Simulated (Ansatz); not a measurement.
# InSe: the cost of one run

Method: DFT PBE+D3(BJ), scalar-relativistic, plane waves, PAW, and further levels as typed in the inputs, in Ansatz 0.2.0.

## Step 1: The structure to begin with

The structure is hexagonal, space group P-6m2 (No. 187). The conventional cell has a = 4.000 Å, b = 4.000 Å, c = 23.380 Å, α = 90.00°, β = 90.00°, γ = 120.00°. Around Se (site symmetry 3m) lie 3 In at 2.65 Å. In (site symmetry 3m) has 3 Se at 2.65 Å and 1 In at 2.79 Å as nearest neighbours.

Coordinates:

```cif
data_structure
_symmetry_space_group_name_H-M 'P 1'
_symmetry_Int_Tables_number 1
_cell_length_a 4.0000
_cell_length_b 4.0000
_cell_length_c 23.3800
_cell_angle_alpha 90.000
_cell_angle_beta 90.000
_cell_angle_gamma 120.000
_cell_volume 323.96
loop_
_atom_site_label
_atom_site_type_symbol
_atom_site_fract_x
_atom_site_fract_y
_atom_site_fract_z
_atom_site_occupancy
Se1 Se 0.33333 0.66667 0.38494 1
In1 In 0.00000 0.00000 0.44033 1
In2 In 0.00000 0.00000 0.55967 1
Se2 Se 0.33333 0.66667 0.61506 1
```

## Step 2: Relaxing the atoms: In2Se2 sheet, no spin

input.yaml reads:

```yaml
crystal:
  lattice:
    - [4.0, 0.0, 0.0]
    - [-2.0, 3.4641016151, 0.0]
    - [0.0, 0.0, 23.38]
  atoms:
    - { symbol: Se, position: [0.3333333333, 0.6666666667, 0.3849443969] }
    - { symbol: In, position: [0.0, 0.0, 0.4403336185] }
    - { symbol: In, position: [0.0, 0.0, 0.5596663815] }
    - { symbol: Se, position: [0.3333333333, 0.6666666667, 0.6150556031] }
  periodic: [true, true, false]
scf:
  occupations: { method: gaussian, width: 0.02 }
  n_extra_bands: 6
output:
  forces: true
  stress: false
  write_density: true
  write_potential: true
  elf: true
  volumetric_format: npy
kpoints:
  mp_grid: { grid: [10, 10, 1] }
hamiltonian:
  xc: pbe
  dispersion: d3bj
relax:
  f_tol: 0.004
  max_steps: 100
```

The run is started by

```bash
$ ansatz run input.yaml --threads 4 --pin off --max-ram 12288MiB --backend cpu --events-out ev --progress --plain --runs-dir out
```

**Question.** How long does this run take on 4 threads of Arm Neoverse N1, shared host, and how much memory does it need?

About 33 s, with a peak of 0.86 GiB.
